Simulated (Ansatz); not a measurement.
# Mg$_{3}$Sb$_{2}$: the gap against volume

Mg$_{3}$Sb$_{2}$, P-3m1, a = 4.569 Å, c = 7.240 Å. The structure is a COD entry; whether it is the stable form wasn't checked. Ansatz: r2SCAN, PAW, 500 eV, Γ-centred 6×6×4 mesh on 5 atoms, Gaussian smearing 0.02 eV; no spin polarisation. Shape and atoms are relaxed at each volume; x = ln(V/V0) with V0 = 26.182 Å³/atom. The gap is read at the mesh points alone.

| x | gap y (eV) |
| --- | --- |
| -0.1278 | 0.371 |
| -0.0943 | 0.443 |
| -0.0619 | 0.504 |
| -0.0305 | 0.557 |
| 0.0000 | ? |
| 0.0296 | 0.638 |
| 0.0583 | 0.669 |
| 0.0953 | 0.700 |

Question: Fit a straight line to the other rows, give the volume deformation potential of the gap and its pressure coefficient, and predict the missing gap. B0 = 45.9 GPa.

Answer: Means x = -0.01876, y = 0.55457; Σ(Δx)² = 0.04088, ΣΔxΔy = 0.06004; the slope is their ratio. y = 0.5821 + 1.469 x. The slope is the deformation potential a = dE_g/d ln V = 1.47 eV, and dE_g/dP = −a/B0 = -32.0 meV/GPa. With a term in x² added, the coefficient of x becomes 1.360, 7 % less, which shows how far this figure hangs on the form. At x = 0.0000 the fit asked for gives 0.582 eV. The run gave 0.601 eV, so the fit is 0.019 eV too low, within twice the rms miss on the fitted rows (0.016 eV): the form describes this series only roughly.

Spin-orbit coupling is left out, which matters for the bands of heavy elements. Semilocal functionals give gaps under the measured ones; changes of the gap mostly carry over better.